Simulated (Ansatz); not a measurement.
All numbers below come from DFT PBE, scalar-relativistic, plane waves, PAW (Ansatz). All cells share a 420 eV cutoff and Γ-centred k meshes spaced at most about 0.3 Å⁻¹ (about 0.25 or finer for metals, 2π included). Spin is collinear in cells that carry moments; the others ran without spin or lost their moments.

All energies are static (0 K, no zero-point motion).

Question: Which of these relaxed structures of Te5Mo is the lowest in energy?
A.
(opposed, unequal moments (Mo +4.0, Te -0.6 μB))
```
Te Mo
1.0
     0.00000    4.46163    4.46163
     4.46163    0.00000    4.46163
     4.46163    4.46163    0.00000
Te Mo
5 1
Direct
  0.37444 0.37444 0.87667
  0.37444 0.87667 0.37444
  0.37444 0.37444 0.37444
  0.87667 0.37444 0.37444
  0.75000 0.75000 0.75000
  0.00000 0.00000 0.00000
```

B.
(no moments)
```
Te Mo
1.0
     8.34310    0.00000    0.00000
    -4.17155    7.22534    0.00000
     0.00000    0.00000    3.25866
Te Mo
5 1
Direct
  0.00000 0.25886 0.50000
  0.74114 0.74114 0.50000
  0.25886 0.00000 0.50000
  0.66667 0.33333 0.00000
  0.33333 0.66667 0.00000
  0.00000 0.00000 0.00000
```

C.
(no moments)
```
Te Mo
1.0
     8.26176    0.00000    0.00000
     0.00000    8.26176    0.00000
     0.00000    0.00000    3.14204
Te Mo
5 1
Direct
  0.28304 0.00000 0.50000
  0.71696 0.00000 0.50000
  0.00000 0.28304 0.50000
  0.00000 0.71696 0.50000
  0.50000 0.50000 0.50000
  0.00000 0.00000 0.00000
```

Answer: B. The next of these, C, lies 99 meV/atom higher. Forms: B P-62m; C P4/mmm; A F-43m. Counting Te atoms around Mo (those within 1.25 times the shortest such distance or 1.15 times the sum of covalent radii, 1.27 where that leaves under three; the shortest distance is added where it exceeds 1.18 times the sum of covalent radii): B has Mo 6; C has Mo 8; A has Mo 16 from 3.7 Å. All come from invented guesses. The lowest form computed isn't among them: it has space group P-6m2 (No. 187), 30.2 Å³/atom and lies 180 meV/atom below the best shown. Even the lowest of the cells shown lies +0.22 eV/atom against the elements.

Weakly bound directions are ill-defined at this level, which has no dispersion term (P-62m, P4/mmm), and this can change margins and order among such cells. These runs have no spin–orbit coupling, which can matter for Te. Another magnetic order may lie lower. Cells relaxed within their symmetry can be saddle points. Some types were kept out of the candidates beforehand, so the set may lack a known form.
